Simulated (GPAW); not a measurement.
Set up this calculation in GPAW 26.7.0, as an ASE script.

| Quantity | Value |
| --- | --- |
| Task | dielectric tensor |
| Functional | PBE |
| Potentials or basis | GPAW PAW data sets (gpaw-data 1.2.1) |
| Cutoff | 450 eV |
| Basis | pw |
| k mesh | 7 × 7 × 4 |
| Occupations | fermi-dirac, width 0.001 eV |
| Spin | no spin polarisation |
| Response ecut | 80 eV |
| Maxiter | 150 |
| Response k mesh | 17 × 17 × 10 |
| Response bands | 38 |
| Kernels | ["RPA", "LR0.1", "LR0.2"] |
| Coarser k mesh | 12 × 12 × 7 |

The structure of PtS2 lies in PtS2.xyz:

```xyz
3
Lattice="3.5432000000 0.0000000000 0.0000000000 -1.7716000000 3.0685012107 0.0000000000 0.0000000000 0.0000000000 5.0388000000" Properties=species:S:1:pos:R:3 pbc="T T T"
Pt     0.0000000000      0.0000000000      0.0000000000
S      1.7716000002      1.0228337368      3.8949924000
S     -0.0000000002      2.0456674739      1.1438076000
```

One way to write it, as run:

run.py

```python
import numpy as np
from ase.dft.bandgap import bandgap
from ase.io import read, write
from gpaw import GPAW, PW
from gpaw.response.df import DielectricFunction

atoms = read('PtS2.xyz')

calc = GPAW(mode=PW(450),
            xc='PBE',
            kpts={'size': (7, 7, 4), 'gamma': True},
            occupations={'name': 'fermi-dirac', 'width': 0.001},
            nbands=26,
            convergence={'density': 1e-06},
            maxiter=150,
            txt='gpaw.txt')
atoms.calc = calc
energy = atoms.get_potential_energy()
calc.write('gs.gpw')
write('result.traj', atoms)
print(f'Energy: {energy:.6f} eV')
print('Fermi level:', round(calc.get_fermi_level(), 4), 'eV')
print(f'Gap: {bandgap(calc)[0]:.4f} eV, direct: {bandgap(calc, direct=True)[0]:.4f} eV')

for size in [(12, 12, 7), (17, 17, 10)]:
    name = 'x'.join(str(n) for n in size)
    dense = calc.fixed_density(kpts={'size': size, 'gamma': True},
                               nbands=44, convergence={'bands': 38, 'eigenstates': 1e-7},
                               update_fermi_level=True, txt=f'dense-{name}.txt')
    dense.write(f'{name}.gpw', mode='all')
    df = DielectricFunction(f'{name}.gpw', frequencies=np.array([0.0]), hilbert=False, eta=0.001,
                            ecut=80, nbands=38, intraband=False, txt=f'df-{name}.txt')
    for xc in ['RPA', 'LR0.1', 'LR0.2']:
        for direction in ['x', 'y', 'z', [0, 1, 1], [1, 0, 1], [1, 1, 0]]:
            e0, e = df.get_macroscopic_dielectric_constant(xc=xc, direction=direction)
            print(f'{name} {xc} {direction}: {e0:.4f} without, {e:.4f} with local fields')
```

Potentials or basis: GPAW PAW data sets (gpaw-data 1.2.1), pw.

Launch:

```console
$ OMP_NUM_THREADS=1 python run.py
```

It gave:

```
Band gap on the k mesh                  : 0.81 eV, indirect (least direct gap 0.98 eV)
Electronic dielectric tensor (diagonal) : 16.29, 16.29, 9.28
```

Caveat: the long-wavelength limit can be off by several per cent where d states take part; spin-orbit coupling is left out, which moves the levels of the heavy elements; an odd mesh through Γ misses points on the zone boundary, where band edges often lie.

It took 8.1 min on 1 thread of Arm Neoverse V2, on a shared host, peak memory 0.75 GiB.
